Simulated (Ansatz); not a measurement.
# Co (Co, bcc): the cost of one run

Method: DFT r2SCAN, plane waves (500 eV) with PAW, scalar-relativistic; the PAW data stem from PBE, with regenerated cores, in Ansatz 0.2.0.

## 1. The system as given

It takes space group Im-3m (No. 229, cubic). The conventional cell has a = 2.808 Å, b = 2.808 Å, c = 2.808 Å, α = 90.00°, β = 90.00°, γ = 90.00°. Co (site symmetry m-3m) has 8 Co at 2.43 Å as nearest neighbours.

Structure file:

```xyz
1
Lattice="-1.4041 1.4041 1.4041 1.4041 -1.4041 1.4041 1.4041 1.4041 -1.4041" Properties=species:S:1:pos:R:3 pbc="T T T"
Co    0.0000    0.0000    0.0000
```

## 2. Relaxation of the cell

File input.yaml:

```yaml
crystal:
  lattice:
    - [-1.4041371717, 1.4041371717, 1.4041371717]
    - [1.4041371717, -1.4041371717, 1.4041371717]
    - [1.4041371717, 1.4041371717, -1.4041371717]
  atoms:
    - { symbol: Co, position: [0.0, 0.0, 0.0] }
hamiltonian:
  xc: r2scan
  pseudopotentials:
    kind: paw
    azcp:
      Co: "pseudopotentials/Co.paw.azcp"
basis:
  ecutwfc: 500
  fft_grid_basis: typed
kpoints:
  mp_grid: { grid: [16, 16, 16], shift: [0, 0, 0] }
magnetization:
  spin_polarized: false
scf:
  occupations: { method: fermi_dirac, width: 0.1 }
relax:
  max_steps: 60
  f_tol: 0.01
  cell: {}
output:
  write_density: true
  write_potential: true
  elf: true
  volumetric_format: npy
```

On the command line:

```console
$ ansatz run input.yaml --threads 1 --pin off --max-ram 3584MiB --backend cpu --events-out ev --progress --plain --runs-dir out
```

Q: Estimate wall time and peak memory on 1 thread of Intel Xeon Platinum 8259CL at 2.50GHz (Skylake/Cascade Lake), shared host.

About 35 s, with a peak of 0.52 GiB.
